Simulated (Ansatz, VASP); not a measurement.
## One calculation of Nb, two programs

```
CELL_PARAMETERS angstrom
-1.65882 1.65882 1.65882
1.65882 -1.65882 1.65882
1.65882 1.65882 -1.65882
ATOMIC_POSITIONS crystal
Nb 0.00000 0.00000 0.00000
```

Alike in both runs: task single point; functional PBE; k mesh 8 × 8 × 8; occupations gaussian, width 0.1 eV; no spin polarisation.

|  | VASP | Ansatz |
| --- | --- | --- |
| version | VASP 6.6.1 | Ansatz 0.2.0 |
| potentials or method | VASP PAW PBE potentials, release 64 (Nb_sv) | scalar-relativistic, plane waves, PAW |
| plane-wave cutoff (eV) | 520 | 420 |
| valence electrons in the cell | 13 | 13 |

|  | VASP | Ansatz | Ansatz less VASP |
| --- | --- | --- | --- |
| gap on the k mesh at the Fermi level (eV) | none | none | - |
| pressure (GPa) | -1.1 | -0.7 | +0.34 |

A gap of «none» marks a metal or a gap that the smearing closes. With one functional, cell and mesh, what is left measures potentials, basis and numerics.
